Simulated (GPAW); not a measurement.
The system is Mg.

```xyz
2
Lattice="3.2093 0.0000 0.0000 -1.6046 2.7793 0.0000 0.0000 0.0000 5.2103" Properties=species:S:1:pos:R:3 pbc="T T T"
Mg    1.6047    0.9264    3.9077
Mg    0.0000    1.8529    1.3026
```

```yaml
Program: GPAW 26.7.0
Task: relaxation of cell and atoms
Functional: revPBE
Potentials_or_basis: the program's PAW data sets (release 1.2.1) made for this functional
Cutoff: 800 eV
Basis: pw
k_mesh: 10 × 10 × 5
Occupations: fermi-dirac, width 0.05 eV
Spin: no spin polarisation
```

At the start: pressure 0.5 GPa; volume 23.24 Å³/atom.

Question: Where does the relaxation end?

Answer: Over 9 steps the energy falls by 3.5 meV/atom and the volume is 23.57 Å³/atom (+1.4 %); space group P6_3/mmc (No. 194, to 0.05 Å).

The path:
```
step  energy change (eV)  largest force (eV/Å)  pressure (GPa)  volume (Å³)
   1              0.0000                0.0000            0.45        46.47
   2             -0.0004                0.0000            0.40        46.54
   3             -0.0050                0.0000           -0.65        48.07
   4             -0.0055                0.0000           -0.24        47.45
   5             -0.0059                0.0000           -0.29        47.53
   6             -0.0065                0.0000           -0.29        47.53
   7             -0.0069                0.0000           -0.18        47.38
   8             -0.0071                0.0000           -0.04        47.19
   9             -0.0071                0.0000            0.00        47.13
```

Final structure:
```cif
data_structure
_symmetry_space_group_name_H-M 'P 1'
_symmetry_Int_Tables_number 1
_cell_length_a 3.1928
_cell_length_b 3.1928
_cell_length_c 5.3392
_cell_angle_alpha 90.000
_cell_angle_beta 90.000
_cell_angle_gamma 120.000
_cell_volume 47.13
loop_
_atom_site_label
_atom_site_type_symbol
_atom_site_fract_x
_atom_site_fract_y
_atom_site_fract_z
_atom_site_occupancy
Mg1 Mg 0.66667 0.33333 0.75000 1
Mg2 Mg 0.33333 0.66667 0.25000 1
```

Caveat: later steps reuse the first step's grids.
